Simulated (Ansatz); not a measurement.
# InSe: the cost of one run

Program: Ansatz 0.2.0. Level of theory: DFT PBE+D3(BJ), scalar-relativistic, plane waves, PAW. These are calculated values, not measurements.

The COD entry's cell or inner coordinates are ideal or old and differ from later refinements, so a difference from it is no clean test against experiment.

1 further run of the same task is left out (set aside as unsound or not needed).

**1. The structure to begin with**

Symmetry: R3m, No. 160, trigonal system. The conventional cell has a = 4.037 Å, b = 4.037 Å, c = 24.908 Å, α = 90.00°, β = 90.00°, γ = 120.00°. In (site symmetry 3m) is surrounded by 3 Se at 2.66 Å and 1 In at 2.79 Å. Se (site symmetry 3m) is surrounded by 3 In at 2.66 Å.

As a file:

```
CELL_PARAMETERS angstrom
2.01849 1.16538 8.30272
-2.01849 1.16538 8.30272
0.00000 -2.33075 8.30272
ATOMIC_POSITIONS crystal
In 0.99961 0.99961 0.99961
In 0.11176 0.11176 0.11176
Se 0.61472 0.61472 0.61472
Se 0.82990 0.82990 0.82990
```

This cell was relaxed beforehand with the same method: volume 29.30 Å³/atom, gap on the mesh 0.30 eV.

**2. The gap over the whole zone of the host**

Contents of input.yaml:

```yaml
crystal:
  lattice:
    - [2.0184887253, 1.1653750089, 8.3027172694]
    - [-2.0184887253, 1.1653750089, 8.3027172694]
    - [0.0, -2.3307500178, 8.3027172694]
  atoms:
    - { symbol: In, position: [-0.0003856653, -0.0003856653, -0.0003856653] }
    - { symbol: In, position: [0.1117587352, 0.1117587352, 0.1117587352] }
    - { symbol: Se, position: [0.6147242529, 0.6147242529, 0.6147242529] }
    - { symbol: Se, position: [0.8299026773, 0.8299026773, 0.8299026773] }
basis:
  ecutwfc: 420
  xc_grid: 2
kpoints:
  mp_grid: { grid: [12, 12, 12] }
  band_path: { path: [VBM, CBM], npoints: 2 }
hamiltonian:
  xc: pbe
  dispersion: d3bj
scf:
  occupations: { method: gaussian, width: 0.02 }
output:
  forces: true
  stress: true
  eigenvalues: true
```

The run is started by

```sh
ansatz run input.yaml --threads 8 --pin off --max-ram 22528MiB --backend cpu --events-out ev --progress --plain --runs-dir out
```

Q: Estimate wall time and peak memory on 8 threads of Intel Xeon at 2.70GHz, shared host.

About 15 s, with a peak of 0.93 GiB.
